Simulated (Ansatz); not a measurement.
# W(100) with 4 layers of random W-Cu, 2x2: scattering by chemical disorder

How strongly does chemical disorder scatter in W(100) with 4 layers of random W-Cu, 2x2?

Method: Ansatz plane-wave DFT, PBE, PAW files; ballistic transport by layer matching (Landauer), zero bias; PAW set soft_1, in Ansatz 0.2.0.

## 1. The starting structure

The cell holds 56 atoms: 48 W and 8 Cu. Its edges and angles: a = 6.330 Å, b = 6.330 Å, c = 22.154 Å, α = 90.0°, β = 90.0°, γ = 90.0°. It derives from W. Regions: lead, 40 atoms (40 W); scattering region, 16 atoms (8 Cu and 8 W). The structure is stacked along c, and the current runs across the ab planes.

## 2. With 4 alloy layers

In 4 layers a share of 0.5 of the sites is given to Cu at random. The layers about the cell's end stay perfect and serve as the lead. Disorder leaves little or no symmetry, which makes such runs dear. Energies from -0.05 to 0.05 eV in steps of 0.05 eV are too few for the program's thermal sum, so it prints no conductance; for a metal the transmission near the Fermi level serves, at a fraction of the cost.

The input, input.yaml:

```yaml
crystal:
  lattice:
    - [6.3296, 0.0, 0.0]
    - [0.0, 6.3296, 0.0]
    - [0.0, 0.0, 22.1536]
  atoms:
    - { symbol: W, position: [0.0, 0.0, 0.0357142857] }
    - { symbol: W, position: [0.0, 0.5, 0.0357142857] }
    - { symbol: W, position: [0.5, 0.0, 0.0357142857] }
    - { symbol: W, position: [0.5, 0.5, 0.0357142857] }
    - { symbol: W, position: [0.25, 0.25, 0.1071428571] }
    - { symbol: W, position: [0.25, 0.75, 0.1071428571] }
    - { symbol: W, position: [0.75, 0.25, 0.1071428571] }
    - { symbol: W, position: [0.75, 0.75, 0.1071428571] }
    - { symbol: W, position: [0.0, 0.0, 0.1785714286] }
    - { symbol: W, position: [0.0, 0.5, 0.1785714286] }
    - { symbol: W, position: [0.5, 0.0, 0.1785714286] }
    - { symbol: W, position: [0.5, 0.5, 0.1785714286] }
    - { symbol: W, position: [0.25, 0.25, 0.25] }
    - { symbol: W, position: [0.25, 0.75, 0.25] }
    - { symbol: W, position: [0.75, 0.25, 0.25] }
    - { symbol: W, position: [0.75, 0.75, 0.25] }
    - { symbol: W, position: [0.0, 0.0, 0.3214285714] }
    - { symbol: W, position: [0.0, 0.5, 0.3214285714] }
    - { symbol: W, position: [0.5, 0.0, 0.3214285714] }
    - { symbol: W, position: [0.5, 0.5, 0.3214285714] }
    - { symbol: Cu, position: [0.25, 0.25, 0.3928571429] }
    - { symbol: W, position: [0.25, 0.75, 0.3928571429] }
    - { symbol: W, position: [0.75, 0.25, 0.3928571429] }
    - { symbol: W, position: [0.75, 0.75, 0.3928571429] }
    - { symbol: Cu, position: [0.0, 0.0, 0.4642857143] }
    - { symbol: W, position: [0.0, 0.5, 0.4642857143] }
    - { symbol: Cu, position: [0.5, 0.0, 0.4642857143] }
    - { symbol: Cu, position: [0.5, 0.5, 0.4642857143] }
    - { symbol: Cu, position: [0.25, 0.25, 0.5357142857] }
    - { symbol: W, position: [0.25, 0.75, 0.5357142857] }
    - { symbol: W, position: [0.75, 0.25, 0.5357142857] }
    - { symbol: W, position: [0.75, 0.75, 0.5357142857] }
    - { symbol: Cu, position: [0.0, 0.0, 0.6071428571] }
    - { symbol: Cu, position: [0.0, 0.5, 0.6071428571] }
    - { symbol: W, position: [0.5, 0.0, 0.6071428571] }
    - { symbol: Cu, position: [0.5, 0.5, 0.6071428571] }
    - { symbol: W, position: [0.25, 0.25, 0.6785714286] }
    - { symbol: W, position: [0.25, 0.75, 0.6785714286] }
    - { symbol: W, position: [0.75, 0.25, 0.6785714286] }
    - { symbol: W, position: [0.75, 0.75, 0.6785714286] }
    - { symbol: W, position: [0.0, 0.0, 0.75] }
    - { symbol: W, position: [0.0, 0.5, 0.75] }
    - { symbol: W, position: [0.5, 0.0, 0.75] }
    - { symbol: W, position: [0.5, 0.5, 0.75] }
    - { symbol: W, position: [0.25, 0.25, 0.8214285714] }
    - { symbol: W, position: [0.25, 0.75, 0.8214285714] }
    - { symbol: W, position: [0.75, 0.25, 0.8214285714] }
    - { symbol: W, position: [0.75, 0.75, 0.8214285714] }
    - { symbol: W, position: [0.0, 0.0, 0.8928571429] }
    - { symbol: W, position: [0.0, 0.5, 0.8928571429] }
    - { symbol: W, position: [0.5, 0.0, 0.8928571429] }
    - { symbol: W, position: [0.5, 0.5, 0.8928571429] }
    - { symbol: W, position: [0.25, 0.25, 0.9642857143] }
    - { symbol: W, position: [0.25, 0.75, 0.9642857143] }
    - { symbol: W, position: [0.75, 0.25, 0.9642857143] }
    - { symbol: W, position: [0.75, 0.75, 0.9642857143] }
kpoints:
  mp_grid: { grid: [4, 4, 1] }
hamiltonian:
  xc: pbe
  pseudopotentials: { kind: paw, azcp: { folder: soft_1 } }
scf:
  occupations: { method: fermi_dirac, width: 0.1 }
output:
  transmission: { leads: [[0, 4]], kmesh: [8, 8], e_range: [-0.05, 0.05], de: 0.05 }
  write_potential: true
  write_density: true
  volumetric_format: npy
```

Run with:

```bash
$ ansatz run input.yaml --threads 4 --pin off --max-ram 15360MiB --backend cpu --events-out ev --progress --plain --runs-dir out
```

Numbers of over 12 decimals in the logs are rounded to 6 here.

Log:

```text
Engine: ansatz 0.2.0, aarch64-unknown-linux-gnu
Pseudopotentials: kind: paw
Pseudopotential: W, paw, valence charge 14, recommended cutoff 420 eV (normal), soft_1/W.paw.azcp
Pseudopotential: Cu, paw, valence charge 19, recommended cutoff 420 eV (normal), soft_1/Cu.paw.azcp
Functional definition: PBE
  parameter kappa = 0.804
  parameter beta = 0.066725
  exchange = pbe_x(kappa = kappa, mu = beta*pi^2/3)
  correlation = pbe_c(beta = beta)
Crystal: 56 atoms, lattice volume = 887.558 Å³
Basis set: ecut = 420 eV, 17351 PW (Γ)
Bands: 495, of which v1, the nominal top of the filled ones, is band 412 counted from 1 (411 counted from 0)
Symmetry: 2 space group operations
Space group: Cm (ITA 8), of the structure as read, at distance tolerance 9.6e-5 Å
k-points: 7 of 16 (time reversal used)
Non-local potential: W, projectors of the file, l = 0: 3, l = 1: 2, l = 2: 2, l = 3: 1
Non-local potential: Cu, projectors of the file, l = 0: 3, l = 1: 2, l = 2: 3, l = 3: 1
PAW form: soft (Blöchl's): semilocal exchange-correlation on the pseudo side does not see the compensation charge
PAW one-centre angular grid: W, 590 points (default); XC on 64 Gauss nodes
PAW one-centre angular grid: Cu, 590 points (default); XC on 64 Gauss nodes
Initial density: superposition of atomic densities (chi_scale 0.1, normalization cell, long waves of neutral atoms (reshape's long-wave potential 7.34 eV rms, cloud 2.94 Å wide))
Initial wavefunctions: pseudopotential atomic-orbital guess
Functional: x = pbe(κ = 0.804, μ = 0.219515), c = pbe(β = 0.066725)
SCF iter   1: F=—  HF=-551529.239375 eV  |F-HF|=—  |Δ(HF+E_count)|=         —  Δρ=6.56e-2  dr2=5.49e1  ethr=3.10e-3  ⟨swp⟩=5.0  Hψ=10413  notcnv=0  defer=3
preconditioner: auto → Kerker (q_TF=auto, 2.695 Å⁻¹)  [metal: Δε(μ)=0.008 eV  Ē_g=5.423 eV  σ=0.100 eV  W_gap=0.02  n_scr=294 (ndim 8)  ℏωp=24.2 eV  f_vac=0.000  D(μ)=29.27/eV (n_scr^D=236)]
SCF iter   2: F=—  HF=-551520.913779 eV  |F-HF|=—  |Δ(HF+E_count)|=    8.33e0  Δρ=3.92e-2  dr2=2.05e1  ethr=3.10e-3  ⟨swp⟩=3.0  Hψ=5754  notcnv=0  defer=71
SCF iter   3: F=—  HF=-551516.913970 eV  |F-HF|=—  |Δ(HF+E_count)|=    4.00e0  Δρ=1.67e-2  dr2=2.49e0  ethr=2.49e-3  ⟨swp⟩=3.9  Hψ=5755  notcnv=0  defer=70
SCF iter   4: F=—  HF=-551516.714824 eV  |F-HF|=—  |Δ(HF+E_count)|=   1.99e-1  Δρ=4.54e-3  dr2=2.59e-1  ethr=3.02e-4  ⟨swp⟩=2.9  Hψ=7291  notcnv=0  defer=22
SCF iter   5: F=—  HF=-551516.710577 eV  |F-HF|=—  |Δ(HF+E_count)|=   4.25e-3  Δρ=1.91e-3  dr2=5.73e-2  ethr=3.15e-5  ⟨swp⟩=2.0  Hψ=5779  notcnv=0  defer=22
SCF iter   6: F=—  HF=-551516.710895 eV  |F-HF|=—  |Δ(HF+E_count)|=   3.18e-4  Δρ=1.34e-3  dr2=2.32e-2  ethr=6.96e-6  ⟨swp⟩=2.1  Hψ=6431  notcnv=0  defer=21
SCF iter   7: F=—  HF=-551516.707470 eV  |F-HF|=—  |Δ(HF+E_count)|=   3.42e-3  Δρ=2.51e-4  dr2=2.22e-3  ethr=2.81e-6  ⟨swp⟩=2.0  Hψ=6270  notcnv=0  defer=21
SCF iter   8: F=—  HF=-551516.707383 eV  |F-HF|=—  |Δ(HF+E_count)|=   8.67e-5  Δρ=8.71e-5  dr2=4.16e-4  ethr=2.70e-7  ⟨swp⟩=1.9  Hψ=3820  notcnv=0  defer=21
SCF iter   9: F=—  HF=-551516.707354 eV  |F-HF|=—  |Δ(HF+E_count)|=   2.86e-5  Δρ=6.45e-5  dr2=3.80e-5  ethr=5.05e-8  ⟨swp⟩=2.0  Hψ=6235  notcnv=0  defer=21
SCF iter  10: F=—  HF=-551516.706755 eV  |F-HF|=—  |Δ(HF+E_count)|=   5.99e-4  Δρ=3.68e-5  dr2=9.54e-6  ethr=4.61e-9  ⟨swp⟩=2.0  Hψ=6345  notcnv=0  defer=21
SCF iter  11: F=—  HF=-551516.706754 eV  |F-HF|=—  |Δ(HF+E_count)|=   1.10e-6  Δρ=9.75e-6  dr2=9.67e-7  ethr=1.16e-9  ⟨swp⟩=2.0  Hψ=6269  notcnv=0  defer=21
SCF iter  12: F=—  HF=-551516.706754 eV  |F-HF|=—  |Δ(HF+E_count)|=   6.74e-8  Δρ=1.62e-6  dr2=4.10e-8  ethr=1.21e-11  ⟨swp⟩=6.6  Hψ=11055  notcnv=0
SCF iter  13: F=-551516.706754 eV  HF=-551516.706754 eV  |F-HF|=8.11e-8  |Δ(HF+E_count)|=   1.22e-8  Δρ=2.86e-6  dr2=6.66e-8  ethr=4.98e-12  ⟨swp⟩=3.0  Hψ=6957  notcnv=0
SCF 1 converged in 13 iterations: F = -551516.706754 eV  dr2 = 6.66e-8
  greatest PAW one-centre occupation: 1.000 electrons in one spin orbital (limit 2), on the Cu atom at site 28 (counted from 0), in its partial waves of l = 0
transmission: 60 of 588 steps passed
transmission: 126 of 588 steps passed
[...]
transmission: 588 of 588 steps passed
SCF converged after 13 iterations
Free energy (F): -551516.706754 eV
Harris-Foulkes:  -551516.706754 eV  (|F-HF|=8.11e-8)
Internal energy: -551515.661260 eV  (E = F + TS)
E sigma→0 (E₀):  -551516.184007 eV
Entropy (-TS):   -1.045494 eV (-18.670 meV/atom)
Fermi energy:    20.755917 eV
--- Per-component energies (eV) ---
  E_band       = -7360.335097
  E_kinetic    = 22275.960877
  E_local      = -74573.509073  (includes V_loc(G=0)·N_el)
  E_nonlocal   = 5863.653017
  E_hartree    = 32267.121076
  E_xc         = -13381.128937
  E_vxc        = -11790.032537  (∫ρ·V_xc dr)
  E_paw        = -426223.467187  (= ΣΔE_a)
  E_vpaw       = -13670.628233  (= ΣTr[D̂ρ^β])
  E_aug_tail   = 0.014872  (compensation charges beyond the density's cutoff)
  E_ewald      = -97744.305906
  E_smearing   = -1.045494  (= −TS)
  E_closure    = -0.000000  (closes the sum)
  Σ components = -551516.706754   (vs F -551516.706754, Δ=0.00e0)
--- Band table (eV; the first three rows and the last of 7) ---
  k-point 0: bands = [... 408 lower, 20.7102, 20.7391, 20.7913, 20.7954, 20.8501, 20.9011, 20.9051, 20.9369, ... 79 higher]
  k-point 1: bands = [... 408 lower, 20.5505, 20.5869, 20.6594, 20.6973, 20.7483, 20.8108, 20.8644, 20.9003, ... 79 higher]
  k-point 2: bands = [... 408 lower, 20.5789, 20.5917, 20.6773, 20.8388, 20.9328, 20.9651, 20.9974, 21.0508, ... 79 higher]
  k-point 6: bands = [... 408 lower, 20.1985, 20.4369, 20.5018, 20.5456, 20.7616, 20.8064, 21.0304, 21.0436, ... 79 higher]
--- Transmission ---
  basis      : 349 plane waves across, 28 finite elements along
  points     : 21, standing for a mesh of 8 x 8
  energies   : 3 from -0.050000 to 0.050000 eV about the Fermi level, 0.050000 eV apart; the leads are filled to 0.000000 eV, and channels, transmission and decay are at 0.000000 eV
  crystal 0  : W4, at the sites [0, 4], period 1.5824 Å, over 15.82 Å; its Hamiltonian steps by up to 53.3 meV: too much for a lead, lay more layers or, if its atoms are ordered, name the step of that order
    offset         : up to 0.0000 Å between an atom of the period and one for which it stands
    channels       : 5.281250e0 a spin
    conductance    : none, the energies end too early or step too widely for 300 K: set another output.transmission.e_range or a lower de, or, where they end at an eighth of basis.ecutwfc, a higher one
    slowest decay  : 0.0363 /Å at (0.5000, 0.5000)
  junction   : crystal 0 to crystal 0, 0.70 to 21.27 Å
    transmission   : 1.534956e0 a spin
    conductance    : none, the energies end too early or step too widely for 300 K: set another output.transmission.e_range or a lower de, or, where they end at an eighth of basis.ecutwfc, a higher one
```

It took 12 min on 4 threads of Arm Neoverse V1, shared host; peak memory 7.9 GiB; 40 min of CPU time.

Numbers from this step:

- free energy: -551516.7068 eV
- energy at zero smearing: -551516.1840 eV
- Fermi energy: 20.76 eV
- cell area: 40.06 Å²
- transmission per spin nearest the Fermi level: 1.535
- open channels per spin nearest the Fermi level: 5.281
- step of the lead's potential: 53.3 meV

Per spin. Table of transmission, zone mean by energy, zero at the Fermi level:

```csv
energy (eV),"transmission, zone mean"
-0.0500,1.60
0.0000,1.53
0.0500,1.45
```

Per spin. The open channels, zone mean, lead by energy, zero at the Fermi level:

```csv
energy (eV),"open channels, zone mean, lead"
-0.0500,4.91
0.0000,5.28
0.0500,5.78
```

Transmission over k1 and k2. At 0.0000 eV from the Fermi level.

Values, 8 rows by 8 columns:
```
0.02 0.02 0.81 1.24 0.88 0.99 1.16 0.00
0.94 0.81 0.44 1.64 2.11 1.35 0.97 1.16
1.21 1.24 1.64 4.60 5.18 4.73 1.35 0.99
0.77 0.88 2.11 5.18 5.14 5.18 2.11 0.88
1.21 0.99 1.35 4.73 5.18 4.60 1.64 1.24
0.94 1.16 0.97 1.35 2.11 1.64 0.44 0.81
0.02 0.00 1.16 0.99 0.88 1.24 0.81 0.02
0.00 0.02 0.94 1.21 0.77 1.21 0.94 0.02
```
Columns: k1 (b1) from -0.5 to 0.375; rows upwards: k2 (b2) from -0.5 to 0.375.

Open channels over k1 and k2. At 0.0000 eV from the Fermi level.

Ten even steps from '_' (0.0) to '@' (14.0):
```
..__::::--::::__
..::..++++++..::
::::++@@@@@@++::
::--++@@@@@@++--
::::++@@@@@@++::
..::..++++++..::
..__::::--::::__
__....::::::....
```
Columns: k1 (b1) from -0.5 to 0.375; rows upwards: k2 (b2) from -0.5 to 0.375.

Over the solved energies the transmission per spin lies between 1.45 and 1.60, out of 5.32 channels of the lead on average (up to 5.78). The log calls the step of a lead's potential too much.

## 3. With 8 alloy layers

In 8 layers a share of 0.5 of the sites is given to Cu at random. A fresh draw is used; the growth of the resistance with length is what counts.

System of this step: W(100) with 8 layers of random W-Cu, 2x2. The cell holds 72 atoms: 56 W and 16 Cu. Its edges and angles: a = 6.330 Å, b = 6.330 Å, c = 28.483 Å, α = 90.0°, β = 90.0°, γ = 90.0°. It derives from W. Regions: lead, 40 atoms (40 W); scattering region, 32 atoms (16 W and 16 Cu). The structure is stacked along c, and the current runs across the ab planes.

The input, input.yaml:

```yaml
crystal:
  lattice:
    - [6.3296, 0.0, 0.0]
    - [0.0, 6.3296, 0.0]
    - [0.0, 0.0, 28.4832]
  atoms:
    - { symbol: W, position: [0.0, 0.0, 0.0277777778] }
    - { symbol: W, position: [0.0, 0.5, 0.0277777778] }
    - { symbol: W, position: [0.5, 0.0, 0.0277777778] }
    - { symbol: W, position: [0.5, 0.5, 0.0277777778] }
    - { symbol: W, position: [0.25, 0.25, 0.0833333333] }
    - { symbol: W, position: [0.25, 0.75, 0.0833333333] }
    - { symbol: W, position: [0.75, 0.25, 0.0833333333] }
    - { symbol: W, position: [0.75, 0.75, 0.0833333333] }
    - { symbol: W, position: [0.0, 0.0, 0.1388888889] }
    - { symbol: W, position: [0.0, 0.5, 0.1388888889] }
    - { symbol: W, position: [0.5, 0.0, 0.1388888889] }
    - { symbol: W, position: [0.5, 0.5, 0.1388888889] }
    - { symbol: W, position: [0.25, 0.25, 0.1944444444] }
    - { symbol: W, position: [0.25, 0.75, 0.1944444444] }
    - { symbol: W, position: [0.75, 0.25, 0.1944444444] }
    - { symbol: W, position: [0.75, 0.75, 0.1944444444] }
    - { symbol: W, position: [0.0, 0.0, 0.25] }
    - { symbol: W, position: [0.0, 0.5, 0.25] }
    - { symbol: W, position: [0.5, 0.0, 0.25] }
    - { symbol: W, position: [0.5, 0.5, 0.25] }
    - { symbol: W, position: [0.25, 0.25, 0.3055555556] }
    - { symbol: W, position: [0.25, 0.75, 0.3055555556] }
    - { symbol: W, position: [0.75, 0.25, 0.3055555556] }
    - { symbol: Cu, position: [0.75, 0.75, 0.3055555556] }
    - { symbol: Cu, position: [0.0, 0.0, 0.3611111111] }
    - { symbol: W, position: [0.0, 0.5, 0.3611111111] }
    - { symbol: Cu, position: [0.5, 0.0, 0.3611111111] }
    - { symbol: W, position: [0.5, 0.5, 0.3611111111] }
    - { symbol: Cu, position: [0.25, 0.25, 0.4166666667] }
    - { symbol: Cu, position: [0.25, 0.75, 0.4166666667] }
    - { symbol: W, position: [0.75, 0.25, 0.4166666667] }
    - { symbol: Cu, position: [0.75, 0.75, 0.4166666667] }
    - { symbol: W, position: [0.0, 0.0, 0.4722222222] }
    - { symbol: W, position: [0.0, 0.5, 0.4722222222] }
    - { symbol: W, position: [0.5, 0.0, 0.4722222222] }
    - { symbol: Cu, position: [0.5, 0.5, 0.4722222222] }
    - { symbol: Cu, position: [0.25, 0.25, 0.5277777778] }
    - { symbol: Cu, position: [0.25, 0.75, 0.5277777778] }
    - { symbol: Cu, position: [0.75, 0.25, 0.5277777778] }
    - { symbol: Cu, position: [0.75, 0.75, 0.5277777778] }
    - { symbol: W, position: [0.0, 0.0, 0.5833333333] }
    - { symbol: W, position: [0.0, 0.5, 0.5833333333] }
    - { symbol: Cu, position: [0.5, 0.0, 0.5833333333] }
    - { symbol: Cu, position: [0.5, 0.5, 0.5833333333] }
    - { symbol: Cu, position: [0.25, 0.25, 0.6388888889] }
    - { symbol: W, position: [0.25, 0.75, 0.6388888889] }
    - { symbol: W, position: [0.75, 0.25, 0.6388888889] }
    - { symbol: W, position: [0.75, 0.75, 0.6388888889] }
    - { symbol: W, position: [0.0, 0.0, 0.6944444444] }
    - { symbol: W, position: [0.0, 0.5, 0.6944444444] }
    - { symbol: Cu, position: [0.5, 0.0, 0.6944444444] }
    - { symbol: Cu, position: [0.5, 0.5, 0.6944444444] }
    - { symbol: W, position: [0.25, 0.25, 0.75] }
    - { symbol: W, position: [0.25, 0.75, 0.75] }
    - { symbol: W, position: [0.75, 0.25, 0.75] }
    - { symbol: W, position: [0.75, 0.75, 0.75] }
    - { symbol: W, position: [0.0, 0.0, 0.8055555556] }
    - { symbol: W, position: [0.0, 0.5, 0.8055555556] }
    - { symbol: W, position: [0.5, 0.0, 0.8055555556] }
    - { symbol: W, position: [0.5, 0.5, 0.8055555556] }
    - { symbol: W, position: [0.25, 0.25, 0.8611111111] }
    - { symbol: W, position: [0.25, 0.75, 0.8611111111] }
    - { symbol: W, position: [0.75, 0.25, 0.8611111111] }
    - { symbol: W, position: [0.75, 0.75, 0.8611111111] }
    - { symbol: W, position: [0.0, 0.0, 0.9166666667] }
    - { symbol: W, position: [0.0, 0.5, 0.9166666667] }
    - { symbol: W, position: [0.5, 0.0, 0.9166666667] }
    - { symbol: W, position: [0.5, 0.5, 0.9166666667] }
    - { symbol: W, position: [0.25, 0.25, 0.9722222222] }
    - { symbol: W, position: [0.25, 0.75, 0.9722222222] }
    - { symbol: W, position: [0.75, 0.25, 0.9722222222] }
    - { symbol: W, position: [0.75, 0.75, 0.9722222222] }
kpoints:
  mp_grid: { grid: [4, 4, 1] }
hamiltonian:
  xc: pbe
  pseudopotentials: { kind: paw, azcp: { folder: soft_1 } }
scf:
  occupations: { method: fermi_dirac, width: 0.1 }
output:
  transmission: { leads: [[0, 4]], kmesh: [8, 8], e_range: [-0.05, 0.05], de: 0.05 }
  write_potential: true
  write_density: true
  volumetric_format: npy
```

Log:

```text
[...]
Crystal: 72 atoms, lattice volume = 1141.146 Å³
Basis set: ecut = 420 eV, 22299 PW (Γ)
Bands: 653, of which v1, the nominal top of the filled ones, is band 544 counted from 1 (543 counted from 0)
Symmetry: 1 space group operations
[...]
k-points: 10 of 16 (time reversal used)
[...]
SCF iter   1: F=—  HF=-687617.336517 eV  |F-HF|=—  |Δ(HF+E_count)|=         —  Δρ=7.09e-2  dr2=3.79e2  ethr=3.10e-3  ⟨swp⟩=4.9  Hψ=19109  notcnv=0  defer=2
[...]
SCF iter  13: F=-687598.875885 eV  HF=-687598.875886 eV  |F-HF|=7.12e-8  |Δ(HF+E_count)|=   9.69e-8  Δρ=2.04e-6  dr2=8.40e-8  ethr=9.19e-12  ⟨swp⟩=7.8  Hψ=18350  notcnv=0
SCF 1 converged in 13 iterations: F = -687598.875885 eV  dr2 = 8.40e-8
[...]
transmission: 123 of 1224 steps passed
transmission: 249 of 1224 steps passed
[...]
transmission: 1224 of 1224 steps passed
SCF converged after 13 iterations
Free energy (F): -687598.875885 eV
[...]
Internal energy: -687597.409781 eV  (E = F + TS)
E sigma→0 (E₀):  -687598.142833 eV
Entropy (-TS):   -1.466105 eV (-20.363 meV/atom)
Fermi energy:    19.866352 eV
[...]
--- Band table (eV; the first three rows and the last of 10) ---
  k-point 0: bands = [... 540 lower, 19.8740, 19.8826, 19.8914, 19.9260, 19.9334, 19.9844, 19.9981, 20.0330, ... 105 higher]
  k-point 1: bands = [... 540 lower, 19.7461, 19.7747, 19.8098, 19.8330, 19.8463, 19.9452, 19.9602, 19.9887, ... 105 higher]
  k-point 2: bands = [... 540 lower, 19.7058, 19.7851, 19.8589, 19.8984, 19.9529, 19.9881, 20.0619, 20.0952, ... 105 higher]
  k-point 9: bands = [... 540 lower, 19.6220, 19.6306, 19.6820, 19.6878, 19.8074, 19.8328, 19.9056, 20.0470, ... 105 higher]
--- Transmission ---
  basis      : 349 plane waves across, 36 finite elements along
  points     : 34, standing for a mesh of 8 x 8
[...]
channels       : 5.281250e0 a spin
[...]
slowest decay  : 0.0357 /Å at (0.5000, 0.5000)
  junction   : crystal 0 to crystal 0, 0.70 to 27.60 Å
    transmission   : 1.179004e0 a spin
[...]
```

It took 28 min on 4 threads; peak memory 8.5 GiB.

This step gave:

```yaml
free_energy: -687598.8759 eV
energy_at_zero_smearing: -687598.1428 eV
fermi_energy: 19.87 eV
transmission_per_spin_nearest_the_fermi_level: 1.179
step_of_the_lead_s_potential: 41.5 meV
```

Per spin. Transmission, zone mean against energy, zero at the Fermi level:

```csv
energy (eV),"transmission, zone mean"
-0.0500,1.25
0.0000,1.18
0.0500,1.28
```

Over the solved energies the transmission per spin lies between 1.18 and 1.28, out of 5.35 channels of the lead on average (up to 5.78). The log calls the step of a lead's potential too much.

(Continued in part 2 of 2.)

[Logs are printed without paths, hosts, clocks, repeated set-up lines and the standing remarks that a program may print on its own settings, such as how far it seeks lower states.]

[Hosts, paths, dates, database ids (printed as entryN), source tags and the programs' standing remarks are cut or masked in the printed files.]
